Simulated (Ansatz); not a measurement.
Molecular dynamics on a 2×2×2 supercell (16 atoms) of AlN (zincblende), relaxed with r2SCAN. Forces come from PBE in Ansatz: Langevin thermostat and barostat (NPT), 600 K, steps of 2 fs. Computed, non-magnetic; the trajectory is short and the cell small, so nothing here is a converged average.

```yaml
crystal:
  lattice:
    - [0.0, 4.3697528416, 4.3697528416]
    - [4.3697528416, 0.0, 4.3697528416]
    - [4.3697528416, 4.3697528416, 0.0]
  atoms:
    - { symbol: Al, position: [0.0, 0.0, 0.0] }
    - { symbol: "N", position: [0.125, 0.125, 0.125] }
    - { symbol: Al, position: [0.0, 0.0, 0.5] }
    - { symbol: "N", position: [0.125, 0.125, 0.625] }
    - { symbol: Al, position: [0.0, 0.5, 0.0] }
    - { symbol: "N", position: [0.125, 0.625, 0.125] }
    - { symbol: Al, position: [0.0, 0.5, 0.5] }
    - { symbol: "N", position: [0.125, 0.625, 0.625] }
    - { symbol: Al, position: [0.5, 0.0, 0.0] }
    - { symbol: "N", position: [0.625, 0.125, 0.125] }
    - { symbol: Al, position: [0.5, 0.0, 0.5] }
    - { symbol: "N", position: [0.625, 0.125, 0.625] }
    - { symbol: Al, position: [0.5, 0.5, 0.0] }
    - { symbol: "N", position: [0.625, 0.625, 0.125] }
    - { symbol: Al, position: [0.5, 0.5, 0.5] }
    - { symbol: "N", position: [0.625, 0.625, 0.625] }
kpoints:
  mp_grid: { grid: [4, 4, 4] }
hamiltonian:
  xc: pbe
scf:
  occupations: { method: fermi_dirac, width: 0.052 }
md:
  ensemble: npt_langevin
  temperature: 600
  timestep: 2.0
  n_steps: 30
  initial_velocities: maxwell_boltzmann
  seed: 9919
```

Command: `ansatz run input.yaml --threads 4 --pin off --max-ram 3686MiB --backend cpu --events-out ev --progress --plain --runs-dir out`. Wall time 3.1 min on 4 threads of Arm Neoverse V1, on a shared host, load about 1.0 per core; peak host memory 0.74 GiB.

| step | t (fs) | T (K) | free energy F from step 0 (meV/atom) | kinetic energy (meV/atom) | pressure (GPa) | volume (Å³/atom) | largest force (eV/Å) |
| --- | --- | --- | --- | --- | --- | --- | --- |
| 0 | 0 | 562 | 0.0 | 72.7 | 5.35 | 10.43 | 0.00 |
| 1 | 2 | 531 | 3.0 | 68.6 | 5.35 | 10.43 | 0.61 |
| 2 | 4 | 428 | 10.9 | 55.4 | 5.33 | 10.44 | 1.14 |
| 3 | 6 | 331 | 20.7 | 42.8 | 5.32 | 10.44 | 1.53 |
| 4 | 8 | 257 | 29.7 | 33.2 | 5.20 | 10.45 | 1.78 |
| 5 | 10 | 225 | 35.8 | 29.1 | 4.99 | 10.47 | 1.91 |
| 6 | 12 | 249 | 38.7 | 32.2 | 4.67 | 10.48 | 1.94 |
| 7 | 14 | 269 | 39.6 | 34.7 | 4.21 | 10.51 | 1.94 |
| 8 | 16 | 298 | 38.6 | 38.5 | 3.69 | 10.53 | 1.87 |
| 9 | 18 | 313 | 36.0 | 40.4 | 3.10 | 10.55 | 1.74 |
| 10 | 20 | 367 | 33.3 | 47.4 | 2.57 | 10.58 | 1.63 |
| 11 | 22 | 376 | 32.0 | 48.5 | 2.05 | 10.60 | 1.63 |
| 12 | 24 | 415 | 32.7 | 53.6 | 1.67 | 10.62 | 1.61 |
| 13 | 26 | 422 | 36.0 | 54.5 | 1.39 | 10.63 | 1.62 |
| 14 | 28 | 402 | 42.1 | 52.0 | 1.21 | 10.65 | 1.88 |
| 15 | 30 | 334 | 50.3 | 43.2 | 1.01 | 10.66 | 2.12 |
| 16 | 32 | 296 | 58.3 | 38.3 | 0.83 | 10.67 | 2.31 |
| 17 | 34 | 294 | 64.9 | 38.1 | 0.68 | 10.69 | 2.51 |
| 18 | 36 | 270 | 70.0 | 34.9 | 0.50 | 10.70 | 2.71 |
| 19 | 38 | 294 | 72.7 | 38.0 | 0.33 | 10.72 | 3.06 |
| 20 | 40 | 270 | 72.9 | 34.9 | 0.07 | 10.73 | 3.37 |
| 21 | 42 | 335 | 70.3 | 43.3 | -0.12 | 10.74 | 3.49 |
| 22 | 44 | 382 | 65.9 | 49.4 | -0.40 | 10.75 | 3.38 |
| 23 | 46 | 408 | 62.1 | 52.7 | -0.69 | 10.76 | 3.04 |
| 24 | 48 | 383 | 60.4 | 49.5 | -1.01 | 10.78 | 2.55 |
| 25 | 50 | 392 | 59.8 | 50.7 | -1.22 | 10.79 | 2.09 |
| 26 | 52 | 403 | 59.5 | 52.1 | -1.41 | 10.81 | 2.14 |
| 27 | 54 | 400 | 59.4 | 51.7 | -1.59 | 10.82 | 2.12 |
| 28 | 56 | 410 | 59.3 | 53.0 | -1.73 | 10.84 | 2.03 |
| 29 | 58 | 413 | 59.4 | 53.4 | -1.87 | 10.85 | 1.91 |
| 30 | 60 | 430 | 58.9 | 55.6 | -1.93 | 10.86 | 1.98 |

The temperature starts at 562 K, is lowest at step 5 (225 K, 10 fs) and ends at 430 K. The thermostat hasn't had time to restore it. The atoms start on their lattice sites with kinetic energy alone, so much of it first passes into potential energy.

Positions (Å) and forces (eV/Å) at step 30:
```
cell (Å): 0.000 4.429 4.429; 4.429 0.000 4.429; 4.429 4.429 0.000
Al   0.155  -0.023  -0.026    -0.800   0.388   0.238
N    1.069   1.147   1.207     0.232   0.237  -1.040
Al   2.195   2.273  -0.008    -0.541  -0.472   0.665
N    3.366   3.359   1.094     0.222  -0.601  -0.872
Al   2.184   0.022   2.263    -0.783  -0.124  -0.077
N    3.365   0.966   3.337    -0.028   1.673  -0.069
Al   4.444   2.270   2.162    -0.674  -1.760   0.597
N    5.426   3.262   3.339     0.806   1.612   0.472
Al  -0.145   2.274   2.173     1.302   0.252   0.073
N    1.207   3.333   3.248    -1.193  -0.886   0.297
Al   2.243   4.421   2.120    -0.064   0.143   1.094
N    3.199   5.626   3.257     1.007  -0.658   0.740
Al   2.175   2.122   4.407     0.819   0.771  -0.938
N    3.155   3.410   5.475     0.945  -1.207   0.413
Al   4.350   4.455   4.458    -0.316  -0.051  -1.161
N    5.542   5.483   5.519    -0.934   0.682  -0.432
```
